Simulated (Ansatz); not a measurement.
What a trial cell of Ru relaxes into

Method: DFT r2SCAN, scalar-relativistic, plane waves, PAW in Ansatz 0.2.0. Cutoff 500 eV, Γ-centred k mesh, Gaussian smearing, no spin polarisation in the final step.

The start puts Ru on the lonsdaleite structure type (P6_3/mmc, No. 194), at a guessed volume.

```
CELL_PARAMETERS angstrom
3.37932 0.00000 0.00000
-1.68966 2.92657 0.00000
0.00000 0.00000 5.57587
ATOMIC_POSITIONS crystal
Ru 0.33333 0.66667 0.43750
Ru 0.66667 0.33333 0.93750
Ru 0.66667 0.33333 0.56250
Ru 0.33333 0.66667 0.06250
```

Cell and atoms relax at zero pressure; the relaxation can't lower the symmetry of the start. After a coarse first stage the cell is made exact in the group found at 0.06 Å.

Energies count from the standard state of Ru at the same level.

(1) What does it relax into?

(2) What are its volume, energy, density and gap?

## Answers

(1) It keeps P6_3/mmc (No. 194). The result has the lonsdaleite structure. Conventional cell: a = 3.989 Å, c = 5.622 Å. Around Ru lie 4 Ru at 2.31–2.36 Å.

```cif
data_structure
_symmetry_space_group_name_H-M 'P6_3/mmc'
_symmetry_Int_Tables_number 194
_cell_length_a 3.9892
_cell_length_b 3.9892
_cell_length_c 5.6221
_cell_angle_alpha 90.000
_cell_angle_beta 90.000
_cell_angle_gamma 120.000
_cell_volume 77.48
loop_
_atom_site_label
_atom_site_type_symbol
_atom_site_symmetry_multiplicity
_atom_site_Wyckoff_symbol
_atom_site_fract_x
_atom_site_fract_y
_atom_site_fract_z
_atom_site_occupancy
Ru1 Ru 4 f 0.33333 0.66667 0.45554 1
```

(2) The volume per atom is 19.37 Å³, the density is 8.66 g/cm³ and the energy over the standard structure is 1.16 eV/atom. The gap on the 15×15×8 mesh is 0 eV (a metal).

The final run used a 15×15×8 mesh on its 4-atom cell and 0.10 eV smearing. For metals, differences of a few meV/atom aren't resolved. Symmetry constrained the relaxation, so the result can be a saddle point.